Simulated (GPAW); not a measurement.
Au:

```xyz
1
Lattice="0.0000 2.0350 2.0350 2.0350 0.0000 2.0350 2.0350 2.0350 0.0000" Properties=species:S:1:pos:R:3 pbc="T T T"
Au    0.0000    0.0000    0.0000
```

Base run:

| Item | Value |
| --- | --- |
| Program | GPAW 26.7.0 |
| Functional | LDA |
| Potentials or basis | JTH PAW 2.0, LDA |
| Cutoff | 600 eV |
| Basis | pw |
| k mesh | 11 × 11 × 11 |
| Occupations | fermi-dirac, width 0.05 eV |
| Spin | no spin polarisation |

Its results: pressure -3.4 GPa.

Q: The run is repeated on the same cell with these changes: functional from LDA to SOGGA; potentials or basis from JTH PAW 2.0, LDA to PAW data sets generated in the run's folder for this functional. What comes out?

A: Pressure 4.4 GPa.

Caveats: the program truncates these outside data sets (some runs).

Not every run made on this cell is shown here.
